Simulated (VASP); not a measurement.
## Ho: density of states with PBE+U

The system is Ho.

```
Ho
1.0
     3.98104    0.00000    0.00000
     0.00000    5.63003    0.00000
    -1.99052    0.00000    2.81502
Ho
2
Direct
  0.00000 0.00000 0.00000
  0.50000 0.50000 0.00000
```

This isn't the form of Ho at room conditions, which is hcp.

- Program: VASP 6.6.1
- Task: density of states
- Functional: PBE
- Potentials or basis: VASP PAW PBE potentials, release 64 (Ho_3), 4f in core
- Cutoff: 520 eV
- k mesh: 9 × 5 × 9
- Occupations: gaussian, width 0.05 eV
- Spin: collinear spin, ferrimagnetic start
- Starting moments: [4.0, -2.0] μB
- Fixed moment: 0 μB
- Hubbard terms: Ho f U = 5 eV, J = 0.5 eV
- LDAUTYPE: 1
- Hund's J: 0.5
- Supercell matrix: [1, 1, 0, -1, 1, 0, 0, 0, 1]
- Further INCAR settings: ALGO = Normal; EDIFF = 1.00e-06; NBANDS = 20

* Pressure: -0.1 GPa
* Net moment: 0.00 μB per cell
* Valence electrons inside the program's atomic spheres: Ho 7.98

Stress tensor (GPa, compression positive):
```
 0.21  0.00  0.00
 0.00 -0.27  0.00
 0.00  0.00 -0.13
```

Eigenvalues of the final occupation matrices:
```csv
site,spin,trace,eigenvalues
site 1 f,1,0.00,0.00 0.00 0.00 0.00 0.00 0.00 0.00
site 1 f,2,0.00,0.00 0.00 0.00 0.00 0.00 0.00 0.00
site 2 f,1,0.00,0.00 0.00 0.00 0.00 0.00 0.00 0.00
site 2 f,2,0.00,0.00 0.00 0.00 0.00 0.00 0.00 0.00
```

Run time: 85 s on 1 thread of Intel(R) Xeon(R) 6975P-C (Granite Rapids) (shared host), peak memory 0.3 GiB.

Caveat: ASE's xc='lda' writes no GGA tag, so the PBE potentials set the functional and the run is PBE; the magnetic or orbital state may not be the lowest; the moment is held away from its start; U is put on an f shell that these potentials keep in the core, so it has next to no effect; spin-orbit coupling is left out, which moves the levels of the heavy elements; the 4f electrons are frozen in the core as for a trivalent ion, so they carry no moment and show no levels; the total moment is fixed, so each spin has its own Fermi level. The state reached can hang on the start; a lower one may exist.
